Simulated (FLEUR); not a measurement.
# AgCl (Chlorargyrite) (Fm-3m) in FLEUR: further runs

The runs below take AgCl (Chlorargyrite) through band structure, equation of state, with PBEsol.

All numbers are computed with FLEUR MaX-R8.1 (later development tree); they aren't measurements. Logs are shortened: lines on timing, memory, paths and dates and some standing lists are left out, and cuts for length are marked.

**What was measured.**

From a printed reference work, data compilation, for a bulk crystal of AgCl: band gap 3.249 eV (indirect).

The results are compared with them further down.

### 1 The structure

The structure is cubic, space group Fm-3m (No. 225). Conventional cell: a = 5.470 Å, b = 5.470 Å, c = 5.470 Å, α = 90.00°, β = 90.00°, γ = 90.00°. Ag (site symmetry m-3m) is surrounded by 6 Cl at 2.73 Å. Cl (site symmetry m-3m) is surrounded by 6 Ag at 2.73 Å.

### 2 Band structure, PBEsol

Input file inp.xml:

```xml
<?xml version="1.0" encoding="UTF-8" standalone="no"?>
<fleurInput fleurInputVersion="0.39">
   <comment>
      AgCl                                                                                                
   </comment>
   <calculationSetup>
      <cutoffs Kmax="4.78" Gmax="14.8" GmaxXC="14.8" numbands="0"/>
      <scfLoop itmax="60" minDistance="0.00001" maxIterBroyd="15" imix="Anderson" alpha="0.05" precondParam="0.0" spinf="2.0" sdNocoIR="T"/>
      <coreElectrons ctail="T" frcor="F" kcrel="0" coretail_lmax="0"/>
      <xcFunctional name="PBEs" relativisticCorrections="F"/>
      <magnetism jspins="1"/>
      <soc l_soc="F" theta="0.0" phi="0.0" spav="F"/>
      <expertModes spex="0" secvar="F"/>
      <geometryOptimization l_f="F" forcealpha="1.0" forcemix="BFGS" epsdisp="0.00001" epsforce="0.00001"/>
      <ldaU l_linMix="F" mixParam="0.05" spinf="1.0"/>
   </calculationSetup>
   <cell>
      <bzIntegration valenceElectrons="26.0" mode="hist" fermiSmearingEnergy="0.00183747">
         <kPointListSelection listName="default-1"/>
         <!-- k-points included here -->
         <xi:include xmlns:xi="http://www.w3.org/2001/XInclude" href="kpts.xml"> </xi:include>
      </bzIntegration>
      <!-- symmetry operations included here -->
      <xi:include xmlns:xi="http://www.w3.org/2001/XInclude" href="sym.xml"> </xi:include>
      <bulkLattice scale="1.0">
[... 30 lines left out ...]
            <stateOccupation state="(3p3/2)" spinUp="1.666667" spinDown="1.666667"/>
         </electronConfig>
         <energyParameters s="3" p="3" d="3" f="4"/>
         <lo type="SCLO" l="0" n="3" eDeriv="2"/>
         <lo type="SCLO" l="1" n="3" eDeriv="2"/>
         <lo type="SCLO" l="2" n="3" eDeriv="2"/>
         <lo type="SCLO" l="3" n="4" eDeriv="2"/>
      </species>
   </atomSpecies>
   <atomGroups>
      <atomGroup species="Silver (Ag)">
         <relPos label="                   1">.0000000000 .0000000000 .0000000000</relPos>
         <force calculate="T" relaxXYZ="TTT"/>
      </atomGroup>
      <atomGroup species="Chlorine (Cl)">
         <relPos label="                   2">1.000/2.000 1.000/2.000 1.000/2.000</relPos>
         <force calculate="T" relaxXYZ="TTT"/>
      </atomGroup>
   </atomGroups>
   <output dos="F" band="F" slice="F">
      <checks vchk="F" cdinf="F"/>
      <bandDOS minEnergy="-.5*Htr" maxEnergy="0.5*Htr" sigma="0.015" storeEVData="T"/>
      <vacuumDOS vacdos="F" integ="F" star="F" nstars="0" locx1="0.0" locy1="0.0" locx2="0.0" locy2="0.0" nstm="0" tworkf="0.0"/>
      <unfoldingBand unfoldBand="F" supercellX="1" supercellY="1" supercellZ="1"/>
      <plotting iplot="0" polar="F">
         <plot TwoD="T" vec1="  1.0  0.0  0.0" vec2="  0.0  1.0  0.0" vec3="  0.0  0.0  1.0" zero="  0.0  0.0  0.0" file="plot"/>
      </plotting>
      <chargeDensitySlicing numkpt="0" minEigenval="0.0" maxEigenval="0.0" nnne="0" pallst="F"/>
      <specialOutput eonly="F"/>
      <moessbauerParams electricFieldGradient="T" isomerShift="T" coreHyperfine="T" valenceHyperfine="T"/>
      <magneticCircularDichroism mcd="F" energyLo="-10.0" energyUp="0.0"/>
   </output>
  <!-- We include the file relax.xml here to enable relaxations (see documentation) -->
  <xi:include xmlns:xi="http://www.w3.org/2001/XInclude" href="relax.xml"> <xi:fallback/> </xi:include>
</fleurInput>
```

Input file crystal.txt:

```
AgCl
&input cartesian=F /
0.0000000000  2.7350000000  2.7350000000
2.7350000000  0.0000000000  2.7350000000
2.7350000000  2.7350000000  0.0000000000
1.8897261246
1.0 1.0 1.0

2
47 0.0000000000  0.0000000000  0.0000000000
17 0.5000000000  0.5000000000  0.5000000000

&kpt div1=8 div2=8 div3=8 gamma=T /
```

Input file inp.xml (bands):

```
<?xml version="1.0" encoding="UTF-8" standalone="no"?>
<fleurInput fleurInputVersion="0.39">
   <comment>
      AgCl                                                                                                
   </comment>
   <calculationSetup>
      <cutoffs Kmax="4.78" Gmax="14.8" GmaxXC="14.8" numbands="0"/>
      <scfLoop itmax="60" minDistance="0.00001" maxIterBroyd="15" imix="Anderson" alpha="0.05" precondParam="0.0" spinf="2.0" sdNocoIR="T"/>
      <coreElectrons ctail="T" frcor="F" kcrel="0" coretail_lmax="0"/>
      <xcFunctional name="PBEs" relativisticCorrections="F"/>
      <magnetism jspins="1"/>
      <soc l_soc="F" theta="0.0" phi="0.0" spav="F"/>
      <expertModes spex="0" secvar="F"/>
      <geometryOptimization l_f="F" forcealpha="1.0" forcemix="BFGS" epsdisp="0.00001" epsforce="0.00001"/>
      <ldaU l_linMix="F" mixParam="0.05" spinf="1.0"/>
   </calculationSetup>
   <cell>
      <bzIntegration valenceElectrons="26.0" mode="hist" fermiSmearingEnergy="0.00183747">
         <kPointListSelection listName="path-1"/>
         <!-- k-points included here -->
         <xi:include xmlns:xi="http://www.w3.org/2001/XInclude" href="kpts.xml"> </xi:include>
      </bzIntegration>
      <!-- symmetry operations included here -->
      <xi:include xmlns:xi="http://www.w3.org/2001/XInclude" href="sym.xml"> </xi:include>
      <bulkLattice scale="1.0">
[... 30 lines left out ...]
            <stateOccupation state="(3p3/2)" spinUp="1.666667" spinDown="1.666667"/>
         </electronConfig>
         <energyParameters s="3" p="3" d="3" f="4"/>
         <lo type="SCLO" l="0" n="3" eDeriv="2"/>
         <lo type="SCLO" l="1" n="3" eDeriv="2"/>
         <lo type="SCLO" l="2" n="3" eDeriv="2"/>
         <lo type="SCLO" l="3" n="4" eDeriv="2"/>
      </species>
   </atomSpecies>
   <atomGroups>
      <atomGroup species="Silver (Ag)">
         <relPos label="                   1">.0000000000 .0000000000 .0000000000</relPos>
         <force calculate="T" relaxXYZ="TTT"/>
      </atomGroup>
      <atomGroup species="Chlorine (Cl)">
         <relPos label="                   2">1.000/2.000 1.000/2.000 1.000/2.000</relPos>
         <force calculate="T" relaxXYZ="TTT"/>
      </atomGroup>
   </atomGroups>
   <output dos="F" band="T" slice="F">
      <checks vchk="F" cdinf="F"/>
      <bandDOS minEnergy="-.5*Htr" maxEnergy="0.5*Htr" sigma="0.015" storeEVData="T"/>
      <vacuumDOS vacdos="F" integ="F" star="F" nstars="0" locx1="0.0" locy1="0.0" locx2="0.0" locy2="0.0" nstm="0" tworkf="0.0"/>
      <unfoldingBand unfoldBand="F" supercellX="1" supercellY="1" supercellZ="1"/>
      <plotting iplot="0" polar="F">
         <plot TwoD="T" vec1="  1.0  0.0  0.0" vec2="  0.0  1.0  0.0" vec3="  0.0  0.0  1.0" zero="  0.0  0.0  0.0" file="plot"/>
      </plotting>
      <chargeDensitySlicing numkpt="0" minEigenval="0.0" maxEigenval="0.0" nnne="0" pallst="F"/>
      <specialOutput eonly="F"/>
      <moessbauerParams electricFieldGradient="T" isomerShift="T" coreHyperfine="T" valenceHyperfine="T"/>
      <magneticCircularDichroism mcd="F" energyLo="-10.0" energyUp="0.0"/>
   </output>
  <!-- We include the file relax.xml here to enable relaxations (see documentation) -->
  <xi:include xmlns:xi="http://www.w3.org/2001/XInclude" href="relax.xml"> <xi:fallback/> </xi:include>
</fleurInput>
```

Potentials or basis: all-electron, FLAPW.

Command:

```console
$ inpgen -f crystal.txt -profile fastHighL
$ # inp.xml edited to the form shown
$ fleur_MPI
$ fleur_MPI   # second run, on inp.xml (bands)
```

The program printed:

```text
Welcome to FLEUR        (www.flapw.de)
      MaX-Release 8.1          (www.max-centre.eu)

 ========== k-point set info ==========
 Selected k-point list: default-1
 k-point list type: mesh
 8 x 8 x 8
 Number of k points: 29

 ------------Calculation Setup---------------------------
 Number of MPI-tasks      :            1
 Number of PE/node        :            1
 Number of OMP-threads    :            1
 Most efficient MPI parallelization for:
           1          29
 Additional eigenvalue parallelization possible
 Number of basis functions:          601
 Approximate size of matrices (H+S) per k-point:         0.005 GB
 --------------------------------------------------------
 Iteration:     1   Distance:       5.08431530 me/bohr^3
 Iteration:     2   Distance:       4.48633271 me/bohr^3
 Iteration:     3   Distance:       2.56677488 me/bohr^3
 Iteration:     4   Distance:       1.25365475 me/bohr^3
 Iteration:     5   Distance:       0.91767141 me/bohr^3
 Iteration:     6   Distance:       0.21361235 me/bohr^3
 Iteration:     7   Distance:       0.11672113 me/bohr^3
 Iteration:     8   Distance:       0.02625453 me/bohr^3
 Iteration:     9   Distance:       0.00908654 me/bohr^3
 Iteration:    10   Distance:       0.00296286 me/bohr^3
 Iteration:    11   Distance:       0.00036866 me/bohr^3
 Iteration:    12   Distance:       0.00035333 me/bohr^3
 Iteration:    13   Distance:       0.00004706 me/bohr^3
 Iteration:    14   Distance:       0.00001049 me/bohr^3
 Iteration:    15   Distance:       0.00000194 me/bohr^3

 ********************************************************************
 Run finished successfully
 Stop message:
   all done
 ********************************************************************
```

output (bands):

```text
Welcome to FLEUR        (www.flapw.de)
      MaX-Release 8.1          (www.max-centre.eu)

 ========== k-point set info ==========
 Selected k-point list: path-1
 k-point list type: path
 Number of k points: 60

 ------------Calculation Setup---------------------------
 Number of MPI-tasks      :            1
 Number of PE/node        :            1
 Number of OMP-threads    :            1
 Most efficient MPI parallelization for:
           1           2           3           4           5           6          10          12          15          20          30          60
 Additional eigenvalue parallelization possible
 Number of basis functions:          601
 Approximate size of matrices (H+S) per k-point:         0.005 GB
 --------------------------------------------------------
 Fermi energy correction for insulators:
 No automatic correction of the Fermi energy has been performed.

 Note: Band structure data (together with different weights) is also stored in the banddos.hdf file.
       A convenient way of extracting and plotting the data from that file is by making use of the

 ********************************************************************
 Run finished successfully
 Stop message:
   Charge density postprocessing done.
 ********************************************************************
```

out.xml (last iteration):

```text
<iteration numberForCurrentRun="   15" overallNumber="   15">
         <energyParameters units="Htr">
            <atomicEP atomType="1" spin="1" branch="5s" branchLowest="-3.10" branchHighest="1.19" value="0.1761099214"/>
            <atomicEP atomType="1" spin="1" branch="5p" branchLowest="-1.76" branchHighest="1.79" value="0.3301717333"/>
            <atomicEP atomType="1" spin="1" branch="4d" branchLowest="-12.78" branchHighest="0.21" value="0.1108945248"/>
            <atomicEP atomType="1" spin="1" branch="4f" branchLowest="-9.99" branchHighest="2.10" value="0.6406091288"/>
            <loAtomicEP atomType="1" spin="1" branch="4s" branchLowest="-24.70" branchHighest="-3.10" value="-3.1059647930"/>
            <loAtomicEP atomType="1" spin="1" branch="4p" branchLowest="-20.07" branchHighest="-1.76" value="-1.7717011610"/>
            <loAtomicEP atomType="1" spin="1" branch="4p" branchLowest="-20.07" branchHighest="-1.76" value="-1.7717011610"/>
            <loAtomicEP atomType="1" spin="1" branch="4d" branchLowest="-12.78" branchHighest="0.21" value="0.1042278924"/>
            <loAtomicEP atomType="1" spin="1" branch="4f" branchLowest="-9.99" branchHighest="2.10" value="0.6406114931"/>
            <atomicEP atomType="2" spin="1" branch="3s" branchLowest="-8.84" branchHighest="0.24" value="-0.3789088554"/>
            <atomicEP atomType="2" spin="1" branch="3p" branchLowest="-6.60" branchHighest="0.86" value="0.0097448611"/>
            <atomicEP atomType="2" spin="1" branch="3d" branchLowest="-9.99" branchHighest="1.68" value="0.3265054657"/>
            <atomicEP atomType="2" spin="1" branch="4f" branchLowest="-9.99" branchHighest="4.27" value="0.4997617536"/>
            <loAtomicEP atomType="2" spin="1" branch="3s" branchLowest="-8.84" branchHighest="0.24" value="-0.3789088554"/>
            <loAtomicEP atomType="2" spin="1" branch="3p" branchLowest="-6.60" branchHighest="0.86" value="0.0087341911"/>
            <loAtomicEP atomType="2" spin="1" branch="3d" branchLowest="-9.99" branchHighest="1.68" value="0.3265014679"/>
            <loAtomicEP atomType="2" spin="1" branch="4f" branchLowest="-9.99" branchHighest="4.27" value="0.4997644698"/>
         </energyParameters>
         <eigenvalues>
            <eigenvaluesAt spin="1" ikpt="1" k_x="0.00000000" k_y="0.00000000" k_z="0.00000000">
                      -3.1059691645       -1.7664826314       -1.7664826314       -1.7664826314       -0.3728552496
                       0.0963438799        0.0963438799        0.0963438799        0.0978554845        0.0978554845
                       0.1020218997        0.1020218997        0.1020218997        0.2207008210        0.5816256669
                       0.5816256669        0.5816256669        0.6357094295        0.6875507522        0.6875507522
                       0.6875507522
            </eigenvaluesAt>
            <eigenvaluesAt spin="1" ikpt="2" k_x="0.00000000" k_y="0.00000000" k_z="0.12500000">
                      -3.1059684781       -1.7665024740       -1.7664857259       -1.7664857259       -0.3703186040
                       0.0685443655        0.0711872638        0.0711872638        0.0985971518        0.0985971518
                       0.1080102712        0.1315118726        0.1315118726        0.2485537447        0.5325016418
                       0.5710326715        0.5710326715        0.6290367743        0.6290367743        0.6575863889
                       0.7136350766
            </eigenvaluesAt>
            <eigenvaluesAt spin="1" ikpt="3" k_x="0.00000000" k_y="0.00000000" k_z="0.25000000">
[... 40 lines left out ...]
            <state n="2" l="1" j="1.5" energy="-6.5813824692" weight="2.0000000000"/>
         </coreStates>
         <allElectronCharges>
            <spinDependentCharge spin="1" total="64.0000000" interstitial="2.8964334" mtSpheres="61.1035666"/>
            <totalCharge value="63.9999999967"/>
         </allElectronCharges>
         <moessbauerParams unitsHFF="kG" unitsIS="e/bohr^3" unitsEFG="Htr/bohr^2">
            <coreIsomerShift atomType="1" isTotal="147225.23868">
               <shell n="1" l="0" isomerShift="129267.40165"/>
               <shell n="2" l="0" isomerShift="14793.59353"/>
               <shell n="2" l="1" isomerShift="309.36214"/>
               <shell n="3" l="0" isomerShift="2792.27536"/>
               <shell n="3" l="1" isomerShift="62.60599"/>
               <shell n="3" l="2" isomerShift="0.00001"/>
            </coreIsomerShift>
            <coreIsomerShift atomType="2" isTotal="3562.45410">
               <shell n="1" l="0" isomerShift="3302.43679"/>
               <shell n="2" l="0" isomerShift="259.49447"/>
               <shell n="2" l="1" isomerShift="0.52285"/>
            </coreIsomerShift>
            <isomerShift atomType="1" nucleusRadius="0.0001124" averageDensity="147764.41523"/>
            <isomerShift atomType="2" nucleusRadius="0.0000776" averageDensity="3588.97034"/>
            <electricFieldGradient atomType="1" VXX="0.00000" VYY="0.00000" VZZ="0.00000" asymParam="0.00000">
            </electricFieldGradient>
            <electricFieldGradient atomType="2" VXX="0.00000" VYY="0.00000" VZZ="0.00000" asymParam="0.00000">
            </electricFieldGradient>
         </moessbauerParams>
         <totalEnergy                                    value="    -5775.6390849961" units="Htr">
            <sumOfEigenvalues                            value="    -3439.3250238962">
               <coreElectrons value="-3423.2807796379"/>
               <valenceElectrons value="-16.0442442583"/>
            </sumOfEigenvalues>
            <densityCoulombPotentialIntegral value="-9234.3502615610"/>
            <densityEffectivePotentialIntegral value="-9463.4255182850"/>
            <chargeDenXCDenIntegral value="-174.4566580909"/>
            <FockExchangeEnergyValence value="0.0000000000"/>
            <FockExchangeEnergyCore value="0.0000000000"/>
            <atomTypeDependentContributions atomType="1">
               <electronNucleiInteractionDifferentMTs value="6438.3961181745"/>
               <MadelungTerm value="-16.1249605742"/>
            </atomTypeDependentContributions>
            <atomTypeDependentContributions atomType="2">
               <electronNucleiInteractionDifferentMTs value="544.3738048679"/>
               <MadelungTerm value="-9.2129068969"/>
            </atomTypeDependentContributions>
            <tkbTimesEntropy value="0.0000002308"/>
            <freeEnergy value="-5775.6390852269"/>
            <extrapolationTo0K value="-5775.6390851115"/>
         </totalEnergy>
         <densityConvergence units="me/bohr^3">
            <chargeDensity spin="1" distance="0.0000019363"/>
         </densityConvergence>
      </iteration>
```

Run time: 58 s. Hardware: 1 thread of Arm Neoverse V2, shared host; peak memory 0.07 GiB.

Results:

| Item | Value |
| --- | --- |
| Free energy | -157163.1460 eV |
| Band gap on the k mesh | 0.73 eV, indirect (least direct gap 3.18 eV) |
| Band gap along the path | 0.73 eV, indirect (least direct gap 3.00 eV) |
| Valence electrons inside the program's atomic spheres | Ag 17.93; Cl 5.18 (radii Ag 2.66, Cl 2.05 bohr) |

Levels at the corners of the path, in eV from the valence-band top:
```
point  band 10  band 11  band 12  band 13  band 14  band 15  band 16  band 17
    Γ    -2.61    -2.50    -2.50    -2.50     0.73    10.55    10.55    10.55
    X    -2.40    -2.10    -2.10    -1.99     2.16     7.73     8.60    11.58
    W    -2.15    -2.10    -2.10    -1.32     4.14     7.70     7.70     7.84
    K    -2.17    -1.98    -1.78    -1.15     3.46     7.06     8.00     9.71
    Γ    -2.61    -2.50    -2.50    -2.50     0.73    10.55    10.55    10.55
    L    -2.24    -1.90     0.00     0.00     3.91     6.68     7.37     7.37
    U    -2.17    -1.98    -1.78    -1.15     3.46     7.06     8.00     9.71
    W    -2.15    -2.10    -2.10    -1.32     4.14     7.70     7.70     7.84
    L    -2.24    -1.90     0.00     0.00     3.91     6.68     7.37     7.37
    K    -2.17    -1.98    -1.78    -1.15     3.46     7.06     8.00     9.71
    U    -2.17    -1.98    -1.78    -1.15     3.46     7.06     8.00     9.71
    X    -2.40    -2.10    -2.10    -1.99     2.16     7.73     8.60    11.58
```

Core levels (eV from the Fermi level):
| atom | levels |
| --- | --- |
| 1 Ag | 1s1/2 -25297.1, 2s1/2 -3720.0, 2p1/2 -3457.1, 2p3/2 -3282.0, 3s1/2 -677.9, 3p1/2 -573.4, 3p3/2 -542.5, 3d3/2 -357.2, 3d5/2 -351.0 |
| 2 Cl | 1s1/2 -2740.5, 2s1/2 -246.1, 2p1/2 -186.5, 2p3/2 -184.8 |

[end of part 1 of 2]
